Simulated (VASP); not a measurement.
# CaO (Fm-3m) in VASP: a series of runs

One crystal, CaO, is run at these levels: PBE, PBE+D3(BJ); tasks: relaxation of cell and atoms.

Everything below comes from runs of VASP 6.6.1. Logs are shortened: lines on timing, memory, paths and dates and some standing lists are left out, and cuts for length are marked.

## 1. The structure

Symmetry: Fm-3m, No. 225, cubic system. Conventional cell: a = 4.907 Å, b = 4.907 Å, c = 4.907 Å, α = 90.00°, β = 90.00°, γ = 90.00°. Ca (site symmetry m-3m) has 6 O at 2.45 Å as nearest neighbours. O (site symmetry m-3m) is surrounded by 6 Ca at 2.45 Å.

## 2. Relaxation of cell and atoms, PBE

The input, INCAR:

```
ALGO = Fast
EDIFF = 1E-7
EDIFFG = -0.005
ENCUT = 600
GGA = PE
IBRION = 2
ISIF = 3
ISMEAR = 0
LASPH = T
LCHARG = F
LREAL = F
LWAVE = F
NELM = 80
NSW = 90
PREC = Accurate
SIGMA = 0.02
```

The input, KPOINTS:

```
k-points
0
Gamma
  8 8 8
```

The input, POSCAR:

```
CaO
1.0
    0.0000000000      2.4535000000      2.4535000000
    2.4535000000      0.0000000000      2.4535000000
    2.4535000000      2.4535000000      0.0000000000
Ca O
1 1
Direct
    0.0000000000      0.0000000000      0.0000000000
    0.5000000000      0.5000000000      0.5000000000
```

Potentials or basis: VASP PAW PBE potentials, release 64 (Ca_sv, O).

Command:

```
$ cat potpaw_PBE.64/Ca_sv/POTCAR potpaw_PBE.64/O/POTCAR > POTCAR
$ mpirun -np 1 vasp_std > vasp.out
```

OUTCAR:

```text
EDIFF = 1E-7
   EDIFFG = -0.005
   ENCUT = 600
   GGA = PE
   IBRION = 2
   ISIF = 3
   ISMEAR = 0
   LASPH = T
   LREAL = F
   NELM = 80
   NSW = 90
   PREC = Accurate

 ion  position               nearest neighbor table
   1  0.000  0.000  0.000-   2 2.45   2 2.45   2 2.45   2 2.45   2 2.45   2 2.45
   2  0.500  0.500  0.500-   1 2.45   1 2.45   1 2.45   1 2.45   1 2.45   1 2.45

  LATTYP: Found a face centered cubic cell.
 ALAT       =     4.9070000000

  Lattice vectors:

 A1 = (   0.0000000000,   2.4535000000,   2.4535000000)
 A2 = (   2.4535000000,   0.0000000000,   2.4535000000)
 A3 = (   2.4535000000,   2.4535000000,   0.0000000000)

Analysis of symmetry for initial positions (statically):
=====================================================================
 Subroutine PRICEL returns:
 Original cell was already a primitive cell.

 Routine SETGRP: Setting up the symmetry group for a
 face centered cubic supercell.

 Subroutine GETGRP returns: Found 48 space group operations
 (whereof 48 operations were pure point group operations)
 out of a pool of 48 trial point group operations.

The static configuration has the point symmetry O_h .

Analysis of symmetry for dynamics (positions and initial velocities):
=====================================================================
 Subroutine PRICEL returns:
 Original cell was already a primitive cell.

 Routine SETGRP: Setting up the symmetry group for a
 face centered cubic supercell.

 Subroutine GETGRP returns: Found 48 space group operations
 (whereof 48 operations were pure point group operations)
 out of a pool of 48 trial point group operations.

The dynamic configuration has the point symmetry O_h .

 Subroutine INISYM returns: Found 48 space group operations
 (whereof 48 operations are pure point group operations),
 and found     1 'primitive' translations

----------------------------------------------------------------------------------------

                                     Primitive cell

  volume of cell :      29.5385

  direct lattice vectors                    reciprocal lattice vectors
     0.000000000  2.453500000  2.453500000    -0.203790503  0.203790503  0.203790503
     2.453500000  0.000000000  2.453500000     0.203790503 -0.203790503  0.203790503
     2.453500000  2.453500000  0.000000000     0.203790503  0.203790503 -0.203790503

  length of vectors
     3.469772975  3.469772975  3.469772975     0.352975506  0.352975506  0.352975506

  position of ions in fractional coordinates (direct lattice)
     0.000000000  0.000000000  0.000000000
     0.500000000  0.500000000  0.500000000

  ion indices of the primitive-cell ions
   primitive index   ion index
                 1           1
                 2           2

----------------------------------------------------------------------------------------

 KPOINTS: k-points

Automatic generation of k-mesh.
 Grid dimensions read from file:
 generate k-points for:    8    8    8

 Generating k-lattice:

  Cartesian coordinates                     Fractional coordinates (reciprocal lattice)
    -0.025473813  0.025473813  0.025473813     0.125000000  0.000000000  0.000000000
     0.025473813 -0.025473813  0.025473813     0.000000000  0.125000000  0.000000000
     0.025473813  0.025473813 -0.025473813     0.000000000  0.000000000  0.125000000

  Length of vectors
     0.044121938  0.044121938  0.044121938

  Shift w.r.t. Gamma in fractional coordinates (k-lattice)
     0.000000000  0.000000000  0.000000000

 Subroutine IBZKPT returns following result:
 ===========================================

 Found     29 irreducible k-points:

 Following reciprocal coordinates:
            Coordinates               Weight
  0.000000  0.000000  0.000000      1.000000
  0.125000  0.000000  0.000000      8.000000
  0.250000  0.000000  0.000000      8.000000
  0.375000  0.000000  0.000000      8.000000
  0.500000  0.000000  0.000000      4.000000
  0.125000  0.125000  0.000000      6.000000
[... 16 lines left out ...]
  0.500000  0.250000  0.125000     48.000000
 -0.375000  0.250000  0.125000     24.000000
 [... further k-points ...]
   k-points           NKPTS =     29   k-points in BZ     NKDIM =     29   number of bands    NBANDS=     12
   number of dos      NEDOS =    301   number of ions     NIONS =      2
   total plane-waves  NPLWV =  21952
   dimension x,y,z NGX =    28 NGY =   28 NGZ =   28
   dimension x,y,z NGXF=    56 NGYF=   56 NGZF=   56
   ions per type =               1   1
   NGX,Y,Z   is equivalent  to a cutoff of  13.42, 13.42, 13.42 a.u.
   NGXF,Y,Z  is equivalent  to a cutoff of  26.83, 26.83, 26.83 a.u.
 SYSTEM =  unknown system
   PREC   = accura    normal or accurate (medium, high low for compatibility)
   ISTART =      0    job   : 0-new  1-cont  2-samecut
   ICHARG =      2    charge: 1-file 2-atom 10-const
   ISPIN  =      1    spin polarized calculation?
   LNONCOLLINEAR =      F non collinear calculations
   LSORBIT =      F    spin-orbit coupling
   LASPH  =      T    aspherical Exc in radial PAW
   ENCUT  =  600.0 eV  44.10 Ry    6.64 a.u.   6.93  6.93  6.93*2*pi/ulx,y,z
   NELM   =     80;   NELMIN=  2; NELMDL= -5     # of ELM steps
   EDIFF  = 0.1E-06   stopping-criterion for ELM
   LREAL  =      F    real-space projection
   EDIFFG = -.5E-02   stopping-criterion for IOM
   NSW    =     90    number of steps for IOM
   IBRION =      2    ionic relax: 0-MD 1-quasi-New 2-CG
   NFREE  =      1    steps in history (QN), initial steepest desc. (CG)
   ISIF   =      3    stress and relaxation
   ISYM   =      2    0-nonsym 1-usesym 2-fastsym
   POTIM  = 0.5000    time-step for ionic-motion
   TEBEG  =    0.0;   TEEND  =   0.0 temperature during run
   PSTRESS=    0.0 pullay stress
   NELECT =      16.0000    total number of electrons
   NUPDOWN=      -1.0000    fix difference up-down
   EMIN   =  10.00;   EMAX   =-10.00  energy-range for DOS
   EFERMI =   0.00;   METHOD = LEGACY
   ISMEAR =     0;   SIGMA  =   0.02  broadening in eV -4-tet -1-fermi 0-gaus
   EFERMI_NEDOS =   21; number of points for ismear=-14 and -15
   IALGO  =     68    algorithm
   IMIX   =      4    mixing-type and parameters
     AMIX     =   0.40;   BMIX     =  1.00
     AMIX_MAG =   1.60;   BMIX_MAG =  1.00
  volume/ion in A,a.u.               =      14.77        99.67
  Fermi-wavevector in a.u.,A,eV,Ry     =   1.334501  2.521840 24.230504  1.780892
  Thomas-Fermi vector in A             =   2.463277
   LORBIT       =      0    0 simple, 1 ext, 2 COOP (PROOUT), +10 PAW based schemes
   GGA     = PE    functional components
   LHFCALC =     F    Hartree Fock is set to
   AEXX    =    0.0000 exact exchange contribution
   IVDW    =     0    specifies the selected vdW correction
   LEPSILON=     F    determine dielectric tensor
   LRPA    =     F    only Hartree local field effects (RPA)
 conjugate gradient relaxation of ions
 non-spin polarized calculation
 RMM-DIIS sequential band-by-band and
 Gauss-broadening in eV      SIGMA  =   0.02
  energy-cutoff  :      600.00
  volume of cell :       29.54
 maximum number of plane-waves:       995
   NGX = 13   NGY = 13   NGZ = 13

--------------------------------------- Ionic step        1  -------------------------------------------

 number of electron      16.0000005 magnetization

 Free energy of the ion-electron system (eV)
  ---------------------------------------------------
  ext. energy  EPLUGINS =         0.00000000
  ---------------------------------------------------
  free energy    TOTEN  =       -12.79322411 eV

  energy without entropy =      -12.79322411  energy(sigma->0) =      -12.79322411

------------------------ aborting loop because EDIFF is reached ----------------------------------------

  FORCE on cell =-STRESS in cart. coord.  units (eV):
  Direction    XX          YY          ZZ          XY          YZ          ZX
  --------------------------------------------------------------------------------------
  -------------------------------------------------------------------------------------
  Total       -0.7592597     -0.7592597     -0.7592597     -0.0000000     -0.0000000      0.0000000
  in kB      -41.1825043    -41.1825043    -41.1825043     -0.0000000     -0.0000000      0.0000000
  external PRESSURE =     -41.1825043 kB  Pullay stress =       0.0000000 kB

 VOLUME and BASIS-vectors are now :
 -----------------------------------------------------------------------------
  energy-cutoff  :      600.00
  volume of cell :       29.54
      direct lattice vectors                 reciprocal lattice vectors
     0.000000000  2.453500000  2.453500000    -0.203790503  0.203790503  0.203790503
     2.453500000  0.000000000  2.453500000     0.203790503 -0.203790503  0.203790503
     2.453500000  2.453500000  0.000000000     0.203790503  0.203790503 -0.203790503
[... 37 lines left out ...]
 POSITION                                       TOTAL-FORCE (eV/Angst)
 -----------------------------------------------------------------------------------
      2.40857      2.40857      4.81713        -0.000000      0.000000     -0.000000
      2.40857      2.40857      2.40857         0.000000     -0.000000      0.000000
 -----------------------------------------------------------------------------------
    total drift:                                0.000000      0.000000      0.000000

  FREE ENERGIE OF THE ION-ELECTRON SYSTEM (eV)
  ---------------------------------------------------
  free  energy   TOTEN  =       -12.8082756761 eV

  energy  without entropy=      -12.8082756761  energy(sigma->0) =      -12.80827568

--------------------------------------- Ionic step        3  -------------------------------------------

 number of electron      16.0000000 magnetization

 Free energy of the ion-electron system (eV)
  ---------------------------------------------------
  ext. energy  EPLUGINS =         0.00000000
  ---------------------------------------------------
  free energy    TOTEN  =       -12.80976014 eV

  energy without entropy =      -12.80976014  energy(sigma->0) =      -12.80976014

 E-fermi :   2.4524     XC(G=0): -10.3820

 val. band max:        2.2397114426   @ k =   0.0000   0.0000   0.0000
 cond. band min:       5.8817170223   @ k =   0.5000   0.5000   0.0000
 fundamental gap:      3.6420055797
 Fermi energy:         2.4523914401

 k-point     1 :       0.0000    0.0000    0.0000
  band No.  band energies     occupation
      1     -35.4747      2.00000
      2     -16.2524      2.00000
      3     -16.2524      2.00000
      4     -16.2524      2.00000
      5     -13.2555      2.00000
      6       2.2397      2.00000
      7       2.2397      2.00000
      8       2.2397      2.00000
      9       6.8040      0.00000
     10       8.4188      0.00000
     11       8.4188      0.00000
     12       8.4188      0.00000

 k-point     2 :       0.1250    0.0000    0.0000
  band No.  band energies     occupation
      1     -35.4610      2.00000
      2     -16.4439      2.00000
      3     -16.2600      2.00000
      4     -16.2600      2.00000
      5     -13.0526      2.00000
      6       1.7112      2.00000
      7       2.0364      2.00000
      8       2.0364      2.00000
      9       7.4834      0.00000
     10       8.3780      0.00000
     11       8.6767      0.00000
     12       8.6767      0.00000
[... 316 lines left out ...]
 k-point    24 :      -0.3750    0.2500    0.1250
  band No.  band energies     occupation
      1     -35.3659      2.00000
      2     -17.0726      2.00000
      3     -16.4761      2.00000
      4     -16.3701      2.00000
      5     -12.3953      2.00000
      6       0.2193      2.00000
      7       1.1305      2.00000
      8       1.2105      2.00000
      9       8.9146      0.00000
     10       8.9926      0.00000
     11      10.8848      0.00000
     12      11.0340      0.00000

 [... further k-points ...]

------------------------ aborting loop because EDIFF is reached ----------------------------------------

  FORCE on cell =-STRESS in cart. coord.  units (eV):
  Direction    XX          YY          ZZ          XY          YZ          ZX
  --------------------------------------------------------------------------------------
  -------------------------------------------------------------------------------------
  Total        0.0019570      0.0019570      0.0019570     -0.0000000      0.0000000     -0.0000000
  in kB        0.1107994      0.1107994      0.1107994     -0.0000000      0.0000000     -0.0000000
  external PRESSURE =       0.1107994 kB  Pullay stress =       0.0000000 kB

 VOLUME and BASIS-vectors are now :
 -----------------------------------------------------------------------------
  energy-cutoff  :      600.00
  volume of cell :       28.30
      direct lattice vectors                 reciprocal lattice vectors
    -0.000000000  2.418660174  2.418660174    -0.206726023  0.206726023  0.206726023
     2.418660174 -0.000000000  2.418660174     0.206726023 -0.206726023  0.206726023
     2.418660174  2.418660174  0.000000000     0.206726023  0.206726023 -0.206726023

 POSITION                                       TOTAL-FORCE (eV/Angst)
 -----------------------------------------------------------------------------------
      0.00000      0.00000      0.00000         0.000000      0.000000      0.000000
      2.41866      2.41866      2.41866        -0.000000     -0.000000     -0.000000
 -----------------------------------------------------------------------------------
    total drift:                                0.000000      0.000000      0.000000

  FREE ENERGIE OF THE ION-ELECTRON SYSTEM (eV)
  ---------------------------------------------------
  free  energy   TOTEN  =       -12.8097601432 eV

  energy  without entropy=      -12.8097601432  energy(sigma->0) =      -12.80976014

 reached required accuracy - stopping structural energy minimisation
```

Run time: 48 s. Hardware: 1 thread of Intel Xeon Platinum 8488C (Sapphire Rapids), shared host; peak memory 0.17 GiB.

What came out:

```
Free energy                            : -12.8098 eV
Relaxed volume                         : 14.15 Å³/atom
Relaxed cell                           : a = 3.421 Å, b = 3.421 Å, c = 3.421 Å, α = 60.00°, β = 60.00°, γ = 60.00°
Space group after relaxing (to 0.05 Å) : Fm-3m (No. 225)
Energy gained by relaxing              : 8.3 meV/atom
Ionic steps                            : 3
Pressure after relaxing                : 0.0 GPa
Band gap on the k mesh                 : 3.64 eV, indirect (least direct gap 4.02 eV)
```

Step by step:
```
step  energy change (eV)  largest force (eV/Å)  pressure (GPa)  volume (Å³)
   1              0.0000                0.0000           -4.12        29.54
   2             -0.0151                0.0000            1.36        27.95
   3             -0.0165                0.0000            0.01        28.30
```

Final structure:
```
CELL_PARAMETERS angstrom
0.00000 2.41866 2.41866
2.41866 0.00000 2.41866
2.41866 2.41866 0.00000
ATOMIC_POSITIONS crystal
Ca 0.00000 0.00000 0.00000
O 0.50000 0.50000 0.50000
```

A k mesh can miss the band edges.

## 3. Relaxation of cell and atoms, PBE+D3(BJ)

Edit INCAR of step 2 so:

```diff
@@ -8,2 +8,3 @@
 ISMEAR = 0
+IVDW = 12
 LASPH = T
```

KPOINTS is that of step 2.

POSCAR is that of step 2.

Potentials or basis: VASP PAW PBE potentials, release 64 (Ca_sv, O).

Command:

```
$ cat potpaw_PBE.64/Ca_sv/POTCAR potpaw_PBE.64/O/POTCAR > POTCAR
$ mpirun -np 1 vasp_std > vasp.out
```

Run time: 50 s. Hardware: 1 thread of Intel Xeon Platinum 8488C (Sapphire Rapids), shared host; peak memory 0.18 GiB.

Results (log left out):

* Free energy: -13.3516 eV
* Relaxed volume: 13.74 Å³/atom
* Relaxed cell: a = 3.387 Å, b = 3.387 Å, c = 3.387 Å, α = 60.00°, β = 60.00°, γ = 60.00°
* Space group after relaxing (to 0.05 Å): Fm-3m (No. 225)
* Energy gained by relaxing: 23.8 meV/atom
* Ionic steps: 3
* Pressure after relaxing: 0.0 GPa
* Band gap on the k mesh: 3.63 eV, indirect (least direct gap 4.01 eV)
* Dispersion energy per atom: -0.275 eV

Step by step:
| step | energy change (eV) | largest force (eV/Å) | pressure (GPa) | volume (Å³) |
| --- | --- | --- | --- | --- |
| 1 | 0.0000 | 0.0000 | -6.94 | 29.54 |
| 2 | -0.0429 | 0.0000 | 2.58 | 26.89 |
| 3 | -0.0476 | 0.0000 | 0.01 | 27.48 |

Final structure:
```xyz
2
Lattice="0.0000 2.3950 2.3950 2.3950 0.0000 2.3950 2.3950 2.3950 0.0000" Properties=species:S:1:pos:R:3 pbc="T T T"
Ca    0.0000    0.0000    0.0000
O     2.3950    2.3950    2.3950
```

Levels at points of the mesh, in eV from the valence-band top:
```csv
k point,band 5,band 6,band 7,band 8,band 9,band 10,band 11,band 12
"(0.00, 0.00, 0.00)",-15.55,0.00,0.00,0.00,4.81,6.25,6.25,6.25
"(0.50, 0.00, 0.00)",-14.31,-2.66,-1.22,-1.22,7.10,8.41,8.41,8.59
"(0.50, 0.50, 0.00)",-15.31,-1.30,-0.37,-0.37,3.63,8.12,8.95,9.60
```

A k mesh can miss the band edges. PBE gaps usually lie below the measured ones, often by a third to a half.
